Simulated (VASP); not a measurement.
# Se (R-3m) in VASP: notebook

Runs on Se. Level: PBEsol. Tasks: relaxation of cell and atoms.

Program: VASP 6.6.1. These are calculated values, not measurements. Logs are shortened: lines on timing, memory, paths and dates and some standing lists are left out, and cuts for length are marked.

### 1 Starting point

Symmetry: R-3m, No. 166, trigonal system. Conventional cell: a = 4.077 Å, b = 4.077 Å, c = 3.351 Å, α = 90.00°, β = 90.00°, γ = 120.00°. Around Se (site symmetry -3m) lie 6 Se at 2.61 Å.

This isn't the form of Se at room conditions, which is trigonal, of chains.

### 2 Relaxation of cell and atoms, PBEsol, target pressure 0.0001 GPa, at which the enthalpy is minimised

The input, INCAR:

```
ALGO = Normal
EDIFF = 1E-7
EDIFFG = -0.002
ENCUT = 250
GGA = PS
IBRION = 2
ISIF = 3
ISMEAR = 0
LASPH = T
LCHARG = F
LREAL = F
LWAVE = F
NELM = 100
NSW = 80
PREC = Accurate
PSTRESS = 0.001
SIGMA = 0.1
```

The input, KPOINTS:

```
k-points
0
Gamma
  21 21 21
```

The input, POSCAR:

```
Se                                      
1.0
    2.0383007605      1.1768147281      1.1169088895
   -2.0383007605      1.1768147281      1.1169088895
   -0.0000000000     -2.3536294493      1.1169088819
  Se            
     1
Direct
     0.0000000000000000    0.0000000000000000    0.0000000000000000
```

Potentials or basis: VASP PAW PBE potentials, release 64 (Se).

The run is started by

```console
cat potpaw_PBE.64/Se/POTCAR > POTCAR
mpirun -np 1 vasp_std > vasp.out
```

OUTCAR:

```text
EDIFF = 1E-7
   EDIFFG = -0.002
   ENCUT = 250
   GGA = PS
   IBRION = 2
   ISIF = 3
   ISMEAR = 0
   LASPH = T
   LREAL = F
   NELM = 100
   NSW = 80
   PREC = Accurate
   PSTRESS = 0.001

 ion  position               nearest neighbor table
   1  0.000  0.000  0.000-

  LATTYP: Found a trigonal (rhomboedric) cell.
 ALAT       =     2.6051964152
 COS(alpha) =    -0.2242936159

  Lattice vectors:

 A1 = (   2.0383007605,   1.1768147281,   1.1169088895)
 A2 = (  -2.0383007605,   1.1768147281,   1.1169088895)
 A3 = (   0.0000000000,  -2.3536294493,   1.1169088819)

Analysis of symmetry for initial positions (statically):
=====================================================================
 Subroutine PRICEL returns:
 Original cell was already a primitive cell.

 Routine SETGRP: Setting up the symmetry group for a
 trigonal (rhombohedral) supercell.

 Subroutine GETGRP returns: Found 12 space group operations
 (whereof 12 operations were pure point group operations)
 out of a pool of 12 trial point group operations.

The static configuration has the point symmetry D_3d.

Analysis of symmetry for dynamics (positions and initial velocities):
=====================================================================
 Subroutine PRICEL returns:
 Original cell was already a primitive cell.

 Routine SETGRP: Setting up the symmetry group for a
 trigonal (rhombohedral) supercell.

 Subroutine GETGRP returns: Found 12 space group operations
 (whereof 12 operations were pure point group operations)
 out of a pool of 12 trial point group operations.

The dynamic configuration has the point symmetry D_3d.

 Subroutine INISYM returns: Found 12 space group operations
 (whereof 12 operations are pure point group operations),
 and found     1 'primitive' translations

----------------------------------------------------------------------------------------

                                     Primitive cell

  volume of cell :      16.0748

  direct lattice vectors                    reciprocal lattice vectors
     2.038300760  1.176814728  1.116908889     0.245302366  0.141625238  0.298442726
    -2.038300760  1.176814728  1.116908889    -0.245302366  0.141625238  0.298442726
     0.000000000 -2.353629449  1.116908882     0.000000000 -0.283250478  0.298442727

  length of vectors
     2.605196415  2.605196415  2.605198080     0.411459621  0.411459621  0.411459469

  position of ions in fractional coordinates (direct lattice)
     0.000000000  0.000000000  0.000000000

  ion indices of the primitive-cell ions
   primitive index   ion index
                 1           1

----------------------------------------------------------------------------------------

 KPOINTS: k-points

Automatic generation of k-mesh.
 Grid dimensions read from file:
 generate k-points for:   21   21   21

 Generating k-lattice:

  Cartesian coordinates                     Fractional coordinates (reciprocal lattice)
     0.011681065  0.006744059  0.014211558     0.047619048  0.000000000  0.000000000
    -0.011681065  0.006744059  0.014211558     0.000000000  0.047619048  0.000000000
     0.000000000 -0.013488118  0.014211558     0.000000000  0.000000000  0.047619048

  Length of vectors
     0.019593315  0.019593315  0.019593308

  Shift w.r.t. Gamma in fractional coordinates (k-lattice)
     0.000000000  0.000000000  0.000000000

 Subroutine IBZKPT returns following result:
 ===========================================

 Found    891 irreducible k-points:

 Following reciprocal coordinates:
            Coordinates               Weight
  0.000000  0.000000  0.000000      1.000000
  0.047619 -0.000000 -0.000000      6.000000
  0.095238 -0.000000 -0.000000      6.000000
  0.142857  0.000000  0.000000      6.000000
  0.190476 -0.000000 -0.000000      6.000000
  0.238095 -0.000000 -0.000000      6.000000
[... 16 lines left out ...]
 -0.428571  0.047619 -0.000000     12.000000
 -0.380952  0.047619  0.000000     12.000000
 [... further k-points ...]
   k-points           NKPTS =    891   k-points in BZ     NKDIM =    891   number of bands    NBANDS=      7
   number of dos      NEDOS =    301   number of ions     NIONS =      1
   total plane-waves  NPLWV =   2744
   dimension x,y,z NGX =    14 NGY =   14 NGZ =   14
   dimension x,y,z NGXF=    28 NGYF=   28 NGZF=   28
   ions per type =               1
   NGX,Y,Z   is equivalent  to a cutoff of   8.93,  8.93,  8.93 a.u.
   NGXF,Y,Z  is equivalent  to a cutoff of  17.87, 17.87, 17.87 a.u.
 SYSTEM =  unknown system
   PREC   = accura    normal or accurate (medium, high low for compatibility)
   ISTART =      0    job   : 0-new  1-cont  2-samecut
   ICHARG =      2    charge: 1-file 2-atom 10-const
   ISPIN  =      1    spin polarized calculation?
   LNONCOLLINEAR =      F non collinear calculations
   LSORBIT =      F    spin-orbit coupling
   LASPH  =      T    aspherical Exc in radial PAW
   ENCUT  =  250.0 eV  18.37 Ry    4.29 a.u.   3.36  3.36  3.36*2*pi/ulx,y,z
   NELM   =    100;   NELMIN=  2; NELMDL= -5     # of ELM steps
   EDIFF  = 0.1E-06   stopping-criterion for ELM
   LREAL  =      F    real-space projection
   EDIFFG = -.2E-02   stopping-criterion for IOM
   NSW    =     80    number of steps for IOM
   IBRION =      2    ionic relax: 0-MD 1-quasi-New 2-CG
   NFREE  =      1    steps in history (QN), initial steepest desc. (CG)
   ISIF   =      3    stress and relaxation
   ISYM   =      2    0-nonsym 1-usesym 2-fastsym
   POTIM  = 0.5000    time-step for ionic-motion
   TEBEG  =    0.0;   TEEND  =   0.0 temperature during run
   PSTRESS=    0.0 pullay stress
   NELECT =       6.0000    total number of electrons
   NUPDOWN=      -1.0000    fix difference up-down
   EMIN   =  10.00;   EMAX   =-10.00  energy-range for DOS
   EFERMI =   0.00;   METHOD = LEGACY
   ISMEAR =     0;   SIGMA  =   0.10  broadening in eV -4-tet -1-fermi 0-gaus
   EFERMI_NEDOS =   21; number of points for ismear=-14 and -15
   IALGO  =     38    algorithm
   IMIX   =      4    mixing-type and parameters
     AMIX     =   0.40;   BMIX     =  1.00
     AMIX_MAG =   1.60;   BMIX_MAG =  1.00
  volume/ion in A,a.u.               =      16.07       108.48
  Fermi-wavevector in a.u.,A,eV,Ry     =   1.178719  2.227455 18.903628  1.389377
  Thomas-Fermi vector in A             =   2.315042
   LORBIT       =      0    0 simple, 1 ext, 2 COOP (PROOUT), +10 PAW based schemes
   GGA     = PS    functional components
   LHFCALC =     F    Hartree Fock is set to
   AEXX    =    0.0000 exact exchange contribution
   IVDW    =     0    specifies the selected vdW correction
   LEPSILON=     F    determine dielectric tensor
   LRPA    =     F    only Hartree local field effects (RPA)
 conjugate gradient relaxation of ions
 non-spin polarized calculation
 Gauss-broadening in eV      SIGMA  =   0.10
  energy-cutoff  :      250.00
  volume of cell :       16.07
 maximum number of plane-waves:       150
 NGX is ok and might be reduce to    14
   NGX =  7   NGY =  7   NGZ =  7

--------------------------------------- Ionic step        1  -------------------------------------------

 number of electron       5.9999999 magnetization

 Free energy of the ion-electron system (eV)
  ---------------------------------------------------
  ext. energy  EPLUGINS =         0.00000000
  ---------------------------------------------------
  free energy    TOTEN  =        -3.32846763 eV

  energy without entropy =       -3.32584215  energy(sigma->0) =       -3.32715489

------------------------ aborting loop because EDIFF is reached ----------------------------------------

  FORCE on cell =-STRESS in cart. coord.  units (eV):
  Direction    XX          YY          ZZ          XY          YZ          ZX
  --------------------------------------------------------------------------------------
  -------------------------------------------------------------------------------------
  Total        3.0098302      3.0098365      3.0137173      0.0000000      0.0000000      0.0000000
  in kB      299.9903043    299.9909329    300.3777306      0.0000000      0.0000013      0.0000000
  external PRESSURE =     300.1186560 kB  Pullay stress =       0.0010000 kB
[... 22 lines left out ...]
  enthalpy is  TOTEN    =        -3.3284575924 eV   P V=        0.0000100331

--------------------------------------- Ionic step        2  -------------------------------------------

 number of electron       6.0000013 magnetization

 E-fermi :   3.4536     XC(G=0):  -9.8938

 val. band max:        3.4506372779   @ k =  -0.3333   0.2857   0.1905
 cond. band min:       3.4588063304   @ k =  -0.3333  -0.3333   0.2381
 fundamental gap:      0.0081690525
 Fermi energy:         3.4536173524

 k-point     1 :       0.0000    0.0000    0.0000
  band No.  band energies     occupation
      1     -11.5102      2.00000
      2       4.5624      0.00000
      3       5.8599      0.00000
      4       5.8599      0.00000
      5      11.5741      0.00000
      6      13.0446      0.00000
      7      13.0446      0.00000
[... 221 lines left out ...]
 k-point    24 :      -0.3810    0.0476    0.0000
  band No.  band energies     occupation
      1      -9.9577      2.00000
      2      -1.2904      2.00000
      3       4.9086      0.00000
      4       5.8693      0.00000
      5      12.2485      0.00000
      6      12.8007      0.00000
      7      16.1093      0.00000

 [... further k-points ...]
[... 5 lines left out ...]
  --------------------------------------------------------------------------------------
  -------------------------------------------------------------------------------------
  Total       -2.3808124     -2.3808187     -0.5695882      0.0000000     -0.0000000      0.0000000
  in kB     -157.9694886   -157.9699036    -37.7927931      0.0000000     -0.0000005      0.0000000
  external PRESSURE =    -117.9117285 kB  Pullay stress =       0.0010000 kB
[... 53 lines left out ...]
  FREE ENERGIE OF THE ION-ELECTRON SYSTEM (eV)
  ---------------------------------------------------
  free  energy   TOTEN  =        -3.6256543314 eV

  energy  without entropy=       -3.6222263539  energy(sigma->0) =       -3.62394034

  enthalpy is  TOTEN    =        -3.6256418652 eV   P V=        0.0000124662

[... ionic steps 4 to 13 ...]

--------------------------------------- Ionic step       14  -------------------------------------------

 number of electron       5.9999993 magnetization

------------------------ aborting loop because EDIFF is reached ----------------------------------------

  FORCE on cell =-STRESS in cart. coord.  units (eV):
  Direction    XX          YY          ZZ          XY          YZ          ZX
  --------------------------------------------------------------------------------------
  -------------------------------------------------------------------------------------
  Total        0.0039222      0.0039222     -0.0108161      0.0000000     -0.0000000     -0.0000000
  in kB        0.3009016      0.3009022     -0.8297781      0.0000000     -0.0000000     -0.0000000
  external PRESSURE =      -0.0769914 kB  Pullay stress =       0.0010000 kB
[... 59 lines left out ...]
  enthalpy is  TOTEN    =        -3.7020190367 eV   P V=        0.0000130327

--------------------------------------- Ionic step       16  -------------------------------------------

 number of electron       5.9999992 magnetization

 Free energy of the ion-electron system (eV)
  ---------------------------------------------------
  ext. energy  EPLUGINS =         0.00000000
  ---------------------------------------------------
  free energy    TOTEN  =        -3.70204477 eV

  energy without entropy =       -3.69978363  energy(sigma->0) =       -3.70091420

 E-fermi :   5.4467     XC(G=0): -10.4666

 val. band max:        5.4438919166   @ k =  -0.1905   0.3810   0.0952
 cond. band min:       5.4479778502   @ k =  -0.1905   0.1429   0.0000
 fundamental gap:      0.0040859336
 Fermi energy:         5.4467153478

 k-point     1 :       0.0000    0.0000    0.0000
  band No.  band energies     occupation
      1     -11.1760      2.00000
      2       6.5795      0.00000
      3       7.5441      0.00000
      4       7.5441      0.00000
      5      13.5247      0.00000
      6      13.5247      0.00000
      7      13.8060      0.00000
[... 221 lines left out ...]
 k-point    24 :      -0.3810    0.0476    0.0000
  band No.  band energies     occupation
      1      -9.2533      2.00000
      2      -0.9330      2.00000
      3       7.8411      0.00000
      4       8.4868      0.00000
      5      15.0214      0.00000
      6      16.0493      0.00000
      7      17.2761      0.00000

 [... further k-points ...]
[... 5 lines left out ...]
  --------------------------------------------------------------------------------------
  -------------------------------------------------------------------------------------
  Total        0.0014830      0.0014830      0.0004238      0.0000000      0.0000000      0.0000000
  in kB        0.1138474      0.1138476      0.0325347      0.0000000      0.0000000      0.0000000
  external PRESSURE =       0.0857432 kB  Pullay stress =       0.0010000 kB
[... 16 lines left out ...]
  FREE ENERGIE OF THE ION-ELECTRON SYSTEM (eV)
  ---------------------------------------------------
  free  energy   TOTEN  =        -3.7020447681 eV

  energy  without entropy=       -3.6997836273  energy(sigma->0) =       -3.70091420

  enthalpy is  TOTEN    =        -3.7020317421 eV   P V=        0.0000130260

 reached required accuracy - stopping structural energy minimisation
```

It took 2.3 min on 1 thread of AMD EPYC 9R45 (Zen 5), shared host; peak memory 0.1 GiB.

Results:

| Item | Value |
| --- | --- |
| Free energy | -3.7020 eV |
| Relaxed volume | 20.87 Å³/atom |
| Relaxed cell | a = 2.775 Å, b = 2.775 Å, c = 2.775 Å, α = 96.82°, β = 96.82°, γ = 96.82° |
| Space group after relaxing (to 0.05 Å) | R-3m (No. 166) |
| Energy change on relaxing (the enthalpy is what falls) | -373.6 meV/atom |
| Ionic steps | 16 |
| Pressure after relaxing | 0.0 GPa |
| Band gap on the k mesh | none (metal or under the smearing width) |

Step by step:
| step | energy change (eV) | largest force (eV/Å) | pressure (GPa) | volume (Å³) |
| --- | --- | --- | --- | --- |
| 1 | 0.0000 | 0.0000 | 30.01 | 16.07 |
| 2 | -0.1128 | 0.0000 | -11.79 | 24.15 |
| 3 | -0.2972 | 0.0000 | -0.35 | 19.97 |
| 4 | -0.2973 | 0.0000 | 0.02 | 19.89 |
| 5 | -0.3341 | 0.0000 | -0.03 | 20.17 |
| 6 | -0.3701 | 0.0000 | 0.21 | 20.62 |
| 7 | -0.3733 | 0.0000 | 0.31 | 20.75 |
| 8 | -0.3735 | 0.0000 | 0.33 | 20.79 |
| 9 | -0.3735 | 0.0000 | 0.32 | 20.81 |
| 10 | -0.3733 | 0.0000 | -0.53 | 21.01 |
| 11 | -0.3736 | 0.0000 | 0.01 | 20.88 |
| 12 | -0.3736 | 0.0000 | 0.01 | 20.88 |
| 13 | -0.3735 | 0.0000 | -0.26 | 20.94 |
| 14 | -0.3736 | 0.0000 | -0.01 | 20.88 |
| 15 | -0.3736 | 0.0000 | 0.00 | 20.88 |
| 16 | -0.3736 | 0.0000 | 0.01 | 20.87 |

Final structure:
```
Se
1.0
     2.07524    1.19814    1.39892
    -2.07524    1.19814    1.39892
     0.00000   -2.39629    1.39892
Se
1
Direct
  0.00000 0.00000 0.00000
```

Caveat: the cutoff is under 1.25 times the usual one of these potentials, so pressure, stress and relaxed cells hold a basis-set (Pulay) error; the cell is relaxed towards a set pressure, so the enthalpy falls and the energy may rise; the volume moved by over 15 % at a fixed basis, so the end points are rough; the PAW data sets were made with another functional, which shifts forces and pressure a little. Zero-point motion and thermal expansion aren't in these numbers.

### 3 Relaxation of cell and atoms, PBEsol, target pressure 0.0001 GPa, at which the enthalpy is minimised

This run uses another cell than the first one, of 20.87 Å³/atom, 1.298 times its volume.

INCAR is that of step 2.

KPOINTS is that of step 2.

The input, POSCAR:

```
Se                                      
1.0
    2.0752423417      1.1981429913      1.3989184947
   -2.0752423417      1.1981429913      1.3989184947
   -0.0000000000     -2.3962859737      1.3989184830
  Se            
     1
Direct
     1.0000000000000000    1.0000000000000000    1.0000000000000000
```

Potentials or basis: VASP PAW PBE potentials, release 64 (Se).

The run is started by

```console
cat potpaw_PBE.64/Se/POTCAR > POTCAR
mpirun -np 1 vasp_std > vasp.out
```

Wall time 1.8 min (1 thread of AMD EPYC 9R45 (Zen 5), shared host); peak memory 0.11 GiB.

It converged, with:

* Free energy: -3.7540 eV
* Relaxed volume: 21.56 Å³/atom
* Relaxed cell: a = 2.784 Å, b = 2.784 Å, c = 2.784 Å, α = 91.21°, β = 91.21°, γ = 91.21°
* Space group after relaxing (to 0.05 Å): R-3m (No. 166)
* Energy change on relaxing (the enthalpy is what falls): -18.4 meV/atom
* Ionic steps: 14
* Pressure after relaxing: 0.0 GPa
* Band gap on the k mesh: none (metal or under the smearing width)

Step by step:
```csv
step,energy change (eV),largest force (eV/Å),pressure (GPa),volume (Å³)
1,0.0000,0.0000,1.13,20.87
2,-0.0034,0.0000,-0.47,21.32
3,-0.0037,0.0000,-1.02,21.48
4,-0.0063,0.0000,-0.95,21.52
5,-0.0126,0.0000,-0.81,21.63
6,-0.0178,0.0000,-0.82,21.77
7,-0.0176,0.0000,0.99,21.31
8,-0.0183,0.0000,-0.01,21.56
9,-0.0184,0.0000,-0.01,21.56
10,-0.0184,0.0000,-0.01,21.56
11,-0.0184,0.0000,0.00,21.56
12,-0.0184,0.0000,0.00,21.56
13,-0.0184,0.0000,0.00,21.56
14,-0.0184,0.0000,0.00,21.56
```

Final structure:
```
Se
1.0
     1.98896    1.14833    1.57299
    -1.98896    1.14833    1.57299
     0.00000   -2.29665    1.57299
Se
1
Direct
  0.00000 0.00000 0.00000
```

Levels at points of the mesh, in eV from the Fermi level:
```
           k point  band 1  band 2  band 3  band 4  band 5  band 6  band 7
(0.00, 0.00, 0.00)  -16.48    1.36    1.52    1.52    7.66    7.66    7.91
```

Caveat: the cutoff is under 1.25 times the usual one of these potentials, so pressure, stress and relaxed cells hold a basis-set (Pulay) error; the cell is relaxed towards a set pressure, so the enthalpy falls and the energy may rise; the PAW data sets were made with another functional, which shifts forces and pressure a little.
